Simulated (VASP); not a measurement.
# ZnS (P1) in VASP: reference runs

Reference runs on ZnS: the cell as given.

All numbers are computed with VASP 6.6.1; they aren't measurements. Logs are shortened: lines on timing, memory, paths and dates and some standing lists are left out, and cuts for length are marked.

## (1) The undisturbed crystal

The typed cell holds 8 atoms: a = 3.823 Å, b = 3.823 Å, c = 12.520 Å, α = 90.00°, β = 90.00°, γ = 120.00°.

## (2) Single point, PBE (all atoms moved at random, sigma 0.15 Å a component)

Input file INCAR:

```
ALGO = Normal
EDIFF = 1E-7
ENCUT = 520
GGA = PE
ISIF = 2
ISMEAR = -1
LASPH = True
LCHARG = False
LREAL = False
LWAVE = False
NBANDS = 46
NELM = 80
PREC = Accurate
SIGMA = 0.05
```

Input file KPOINTS:

```
k-points
0
Gamma
  8 8 3
```

Input file POSCAR:

```
ZnS
1.0
    3.8227020300      0.0000000000      0.0000000000
   -1.9113510200      3.3105570700      0.0000000000
    0.0000000000      0.0000000000     12.5200000000
Zn S
4 4
Direct
    0.9851047700      0.9204857200      0.0000193800
    0.9987712600      0.9705952800      0.5048414900
    0.3158782900      0.7049501600      0.2505452200
    0.6191362200      0.2860169500      0.7518393700
    0.0054393200      0.0346793800      0.1883686300
    0.0165990800      0.0102159100      0.6900314300
    0.3253689500      0.7212917300      0.4328807300
    0.7337021000      0.3517648600      0.9314737500
```

Potentials or basis: VASP PAW PBE potentials, release 64 (Zn, S).

The run is started by

```console
cat potpaw_PBE.64/Zn/POTCAR potpaw_PBE.64/S/POTCAR > POTCAR
mpirun -np 1 vasp_std > vasp.out
```

OUTCAR:

```text
EDIFF = 1E-7
   ENCUT = 520
   GGA = PE
   ISIF = 2
   ISMEAR = -1
   LASPH = True
   LREAL = False
   NELM = 80
   PREC = Accurate

 ion  position               nearest neighbor table
   1  0.985  0.920  0.000-   8 2.07   5 2.39   8 2.44   8 2.63
   2  0.999  0.971  0.505-   7 2.11   6 2.32   7 2.43   7 2.65
   3  0.316  0.705  0.251-   5 2.26   7 2.28   5 2.35   5 2.41
   4  0.619  0.286  0.752-   6 2.14   8 2.28   6 2.37   6 2.52
   5  0.005  0.035  0.188-   3 2.26   3 2.35   1 2.39   3 2.41
   6  0.017  0.010  0.690-   4 2.14   2 2.32   4 2.37   4 2.52
   7  0.325  0.721  0.433-   2 2.11   3 2.28   2 2.43   2 2.65
   8  0.734  0.352  0.931-   1 2.07   4 2.28   1 2.44   1 2.63

  LATTYP: Found a hexagonal cell.
 ALAT       =     3.8227020300
 C/A-ratio  =     3.2751702596

  Lattice vectors:

 A1 = (   3.8227020300,   0.0000000000,   0.0000000000)
 A2 = (  -1.9113510200,   3.3105570700,   0.0000000000)
 A3 = (   0.0000000000,   0.0000000000,  12.5200000000)

Analysis of symmetry for initial positions (statically):
=====================================================================
 Subroutine PRICEL returns:
 Original cell was already a primitive cell.

 Routine SETGRP: Setting up the symmetry group for a
 hexagonal supercell.

 Subroutine GETGRP returns: Found  1 space group operations
 (whereof  1 operations were pure point group operations)
 out of a pool of 24 trial point group operations.

The static configuration has the point symmetry C_1 .

Analysis of symmetry for dynamics (positions and initial velocities):
=====================================================================
 Subroutine PRICEL returns:
 Original cell was already a primitive cell.

 Routine SETGRP: Setting up the symmetry group for a
 hexagonal supercell.

 Subroutine GETGRP returns: Found  1 space group operations
 (whereof  1 operations were pure point group operations)
 out of a pool of 24 trial point group operations.

The dynamic configuration has the point symmetry C_1 .

 Subroutine INISYM returns: Found  1 space group operations
 (whereof  1 operations are pure point group operations),
 and found     1 'primitive' translations

----------------------------------------------------------------------------------------

                                     Primitive cell

  volume of cell :     158.4440

  direct lattice vectors                    reciprocal lattice vectors
     3.822702030  0.000000000  0.000000000     0.261595069  0.151031984  0.000000000
    -1.911351020  3.310557070  0.000000000     0.000000000  0.302063967  0.000000000
     0.000000000  0.000000000 12.520000000     0.000000000  0.000000000  0.079872204

  length of vectors
     3.822702030  3.822702033 12.520000000     0.302063967  0.302063967  0.079872204

  position of ions in fractional coordinates (direct lattice)
     0.985104770  0.920485720  0.000019380
     0.998771260  0.970595280  0.504841490
     0.315878290  0.704950160  0.250545220
     0.619136220  0.286016950  0.751839370
     0.005439320  0.034679380  0.188368630
     0.016599080  0.010215910  0.690031430
     0.325368950  0.721291730  0.432880730
     0.733702100  0.351764860  0.931473750

  ion indices of the primitive-cell ions
   primitive index   ion index
                 1           1
                 2           2
                 3           3
                 4           4
                 5           5
                 6           6
                 7           7
                 8           8

----------------------------------------------------------------------------------------

 KPOINTS: k-points

Automatic generation of k-mesh.
 Grid dimensions read from file:
 generate k-points for:    8    8    3

 Generating k-lattice:

  Cartesian coordinates                     Fractional coordinates (reciprocal lattice)
     0.032699384  0.018878998  0.000000000     0.125000000 -0.000000000  0.000000000
     0.000000000  0.037757996  0.000000000     0.000000000  0.125000000  0.000000000
     0.000000000  0.000000000  0.026624068     0.000000000  0.000000000  0.333333333

  Length of vectors
     0.037757996  0.037757996  0.026624068

  Shift w.r.t. Gamma in fractional coordinates (k-lattice)
     0.000000000  0.000000000  0.000000000

 Subroutine IBZKPT returns following result:
 ===========================================

 Found     98 irreducible k-points:

 Following reciprocal coordinates:
            Coordinates               Weight
  0.000000  0.000000  0.000000      1.000000
  0.125000  0.000000  0.000000      2.000000
  0.000000  0.125000  0.000000      2.000000
 -0.125000  0.125000  0.000000      2.000000
  0.250000  0.000000  0.000000      2.000000
  0.000000  0.250000  0.000000      2.000000
[... 16 lines left out ...]
  0.375000  0.125000  0.000000      2.000000
 -0.125000  0.500000  0.000000      2.000000
 [... further k-points ...]
   k-points           NKPTS =     98   k-points in BZ     NKDIM =     98   number of bands    NBANDS=     46
   number of dos      NEDOS =    301   number of ions     NIONS =      8
   total plane-waves  NPLWV =  75264
   dimension x,y,z NGX =    28 NGY =   28 NGZ =   96
   dimension x,y,z NGXF=    56 NGYF=   56 NGZF=  192
   ions per type =               4   4
   NGX,Y,Z   is equivalent  to a cutoff of  12.18, 12.18, 12.75 a.u.
   NGXF,Y,Z  is equivalent  to a cutoff of  24.35, 24.35, 25.49 a.u.
 SYSTEM =  unknown system
   PREC   = accura    normal or accurate (medium, high low for compatibility)
   ISTART =      0    job   : 0-new  1-cont  2-samecut
   ICHARG =      2    charge: 1-file 2-atom 10-const
   ISPIN  =      1    spin polarized calculation?
   LNONCOLLINEAR =      F non collinear calculations
   LSORBIT =      F    spin-orbit coupling
   LASPH  =      T    aspherical Exc in radial PAW
   ENCUT  =  520.0 eV  38.22 Ry    6.18 a.u.   7.11  7.11 23.28*2*pi/ulx,y,z
   NELM   =     80;   NELMIN=  2; NELMDL= -5     # of ELM steps
   EDIFF  = 0.1E-06   stopping-criterion for ELM
   LREAL  =      F    real-space projection
   EDIFFG = 0.1E-05   stopping-criterion for IOM
   NSW    =      0    number of steps for IOM
   IBRION =     -1    ionic relax: 0-MD 1-quasi-New 2-CG
   NFREE  =      0    steps in history (QN), initial steepest desc. (CG)
   ISIF   =      2    stress and relaxation
   ISYM   =      2    0-nonsym 1-usesym 2-fastsym
   POTIM  = 0.5000    time-step for ionic-motion
   TEBEG  =    0.0;   TEEND  =   0.0 temperature during run
   PSTRESS=    0.0 pullay stress
   NELECT =      72.0000    total number of electrons
   NUPDOWN=      -1.0000    fix difference up-down
   EMIN   =  10.00;   EMAX   =-10.00  energy-range for DOS
   EFERMI =   0.00;   METHOD = LEGACY
   ISMEAR =    -1;   SIGMA  =   0.05  broadening in eV -4-tet -1-fermi 0-gaus
   EFERMI_NEDOS =   21; number of points for ismear=-14 and -15
   IALGO  =     38    algorithm
   IMIX   =      4    mixing-type and parameters
     AMIX     =   0.40;   BMIX     =  1.00
     AMIX_MAG =   1.60;   BMIX_MAG =  1.00
  volume/ion in A,a.u.               =      19.81       133.65
  Fermi-wavevector in a.u.,A,eV,Ry     =   1.258617  2.378442 21.553229  1.584118
  Thomas-Fermi vector in A             =   2.392218
   LORBIT       =      0    0 simple, 1 ext, 2 COOP (PROOUT), +10 PAW based schemes
   GGA     = PE    functional components
   LHFCALC =     F    Hartree Fock is set to
   AEXX    =    0.0000 exact exchange contribution
   IVDW    =     0    specifies the selected vdW correction
   LEPSILON=     F    determine dielectric tensor
   LRPA    =     F    only Hartree local field effects (RPA)
 non-spin polarized calculation
  energy-cutoff  :      520.00
  volume of cell :      158.44
 maximum number of plane-waves:      4293
   NGX = 15   NGY = 15   NGZ = 47

 number of electron      71.9999988 magnetization

 Free energy of the ion-electron system (eV)
  ---------------------------------------------------
  ext. energy  EPLUGINS =         0.00000000
  ---------------------------------------------------
  free energy    TOTEN  =       -26.40774345 eV

  energy without entropy =      -26.40774345  energy(sigma->0) =      -26.40774345

 E-fermi :   3.1979     XC(G=0):  -9.6073

 val. band max:        2.2148781607   @ k =   0.0000   0.0000   0.0000
 cond. band min:       4.2144344299   @ k =   0.0000   0.0000   0.0000
 fundamental gap:      1.9995562692
 Fermi energy:         3.1979491296

 k-point     1 :       0.0000    0.0000    0.0000
  band No.  band energies     occupation
      1     -11.1591      2.00000
      2     -10.7166      2.00000
      3     -10.6600      2.00000
      4     -10.1577      2.00000
      5      -4.6677      2.00000
      6      -4.5660      2.00000
[... 38 lines left out ...]
     45       8.6228      0.00000
     46       8.8098      0.00000

 k-point     2 :       0.1250    0.0000    0.0000
  band No.  band energies     occupation
      1     -11.0594      2.00000
      2     -10.6296      2.00000
      3     -10.5828      2.00000
      4     -10.1006      2.00000
      5      -4.6651      2.00000
      6      -4.5612      2.00000
[... 38 lines left out ...]
     45       8.7789      0.00000
     46       8.9032      0.00000

 k-point     3 :       0.0000    0.1250    0.0000
  band No.  band energies     occupation
      1     -11.0597      2.00000
      2     -10.6334      2.00000
      3     -10.5790      2.00000
      4     -10.1034      2.00000
      5      -4.6566      2.00000
      6      -4.5546      2.00000
[... 1018 lines left out ...]
     45       9.1479      0.00000
     46       9.3573      0.00000

 k-point    24 :      -0.1250    0.5000    0.0000
  band No.  band energies     occupation
      1     -10.3199      2.00000
      2     -10.0936      2.00000
      3     -10.0281      2.00000
      4      -9.8374      2.00000
      5      -4.5152      2.00000
      6      -4.4481      2.00000
[... 38 lines left out ...]
     45       9.2016      0.00000
     46       9.3982      0.00000

 [... further k-points ...]

------------------------ aborting loop because EDIFF is reached ----------------------------------------

  FORCE on cell =-STRESS in cart. coord.  units (eV):
  Direction    XX          YY          ZZ          XY          YZ          ZX
  --------------------------------------------------------------------------------------
  -------------------------------------------------------------------------------------
  Total        4.4624416      4.2515201      3.6116883     -1.4148344      3.1040216     -0.0832601
  in kB       45.1239669     42.9911399     36.5211955    -14.3067286     31.3876981     -0.8419211
  external PRESSURE =      41.5454341 kB  Pullay stress =       0.0000000 kB

 VOLUME and BASIS-vectors are now :
 -----------------------------------------------------------------------------
  energy-cutoff  :      520.00
  volume of cell :      158.44
      direct lattice vectors                 reciprocal lattice vectors
     3.822702030  0.000000000  0.000000000     0.261595069  0.151031984  0.000000000
    -1.911351020  3.310557070  0.000000000     0.000000000  0.302063967  0.000000000
     0.000000000  0.000000000 12.520000000     0.000000000  0.000000000  0.079872204

 POSITION                                       TOTAL-FORCE (eV/Angst)
 -----------------------------------------------------------------------------------
      2.00639      3.04732      0.00024        -0.064542      2.702593      0.939240
      1.96286      3.21321      6.32062        -1.709374      1.090700      0.266048
     -0.13990      2.33378      3.13683         0.526602     -0.091763     -0.159894
      1.82009      0.94688      9.41303         1.313549      1.037204      0.081946
     -0.04549      0.11481      2.35838        -0.467776     -0.005478     -0.603203
      0.04393      0.03382      8.63919        -1.382917     -0.973569     -0.580662
     -0.13485      2.38788      5.41967         1.892857     -1.149919      0.143950
      2.13238      1.16454     11.66205        -0.108399     -2.609769     -0.087425
 -----------------------------------------------------------------------------------
    total drift:                                0.001103      0.000517      0.000138

  FREE ENERGIE OF THE ION-ELECTRON SYSTEM (eV)
  ---------------------------------------------------
  free  energy   TOTEN  =       -26.4077434452 eV

  energy  without entropy=      -26.4077434451  energy(sigma->0) =      -26.40774345
```

Run time: 12 min. Hardware: 1 thread of AMD EPYC 7R13 (Zen 3), shared host; peak memory 0.58 GiB.

Results:

* Free energy: -26.4077 eV
* Pressure: 4.2 GPa
* Largest force: 2.862 eV/Å
* Band gap on the k mesh: 2.00 eV, direct

Forces on the atoms (eV/Å):
```
Zn  -0.065  2.703  0.939
Zn  -1.709  1.091  0.266
Zn   0.527 -0.092 -0.160
Zn   1.314  1.037  0.082
S   -0.468 -0.005 -0.603
S   -1.383 -0.974 -0.581
S    1.893 -1.150  0.144
S   -0.108 -2.610 -0.087
```

Caveat: an odd mesh through Γ misses points on the zone boundary, where band edges often lie; forces of over 1 eV/Å show positions far from the minimum, so gaps and moduli don't describe the material at rest.
